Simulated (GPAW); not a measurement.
TePb:

```xyz
2
Lattice="0.0000 3.2310 3.2310 3.2310 0.0000 3.2310 3.2310 3.2310 0.0000" Properties=species:S:1:pos:R:3 pbc="T T T"
Pb    0.0000    0.0000    0.0000
Te    3.2310    3.2310    3.2310
```

Program: GPAW 26.7.0. Alike in all runs: cell as given; k mesh 6 × 6 × 6.

Problem. Order these runs on this cell by their band gap on the k mesh, lowest first.
A. level PBE; potentials or basis GPAW PAW data sets (gpaw-data 1.2.1), pw; spin off; cutoff (eV) 450; smearing fermi-dirac 0.001 eV; response ecut 80 eV; response k mesh 18 × 18 × 18; response bands 30; kernels ["RPA", "LR0.2", "ALDA_X"]; coarser k mesh 13 × 13 × 13
B. level mBEEF; potentials or basis GPAW PAW data sets (gpaw-data 1.2.1), pw; spin SOC, no magnetisation; cutoff (eV) 600; smearing fermi-dirac 0.05 eV
C. level TB-mBJ; potentials or basis GPAW PAW data sets for LDA (gpaw-data 1.2.1), pw; spin off; cutoff (eV) 600; smearing fermi-dirac 0.05 eV

Solution. B (0.27 eV), A (0.69 eV), C (1.06 eV).

Caveats: spin-orbit coupling is left out, which as a rule narrows the gap of such compounds by several tenths of an eV (some runs); the gap is small at this level, which inflates the dielectric constant (some runs); the long-wavelength limit can be off by a per cent or two (some runs); spin-orbit coupling was added after a scalar SCF, so levels and gaps hold it while energy, forces, pressure and moments don't (some runs); this program's spin-orbit splittings come out too wide for heavy elements (some runs); a model potential gives levels but no total energy (some runs).

A k mesh can miss the band edges.
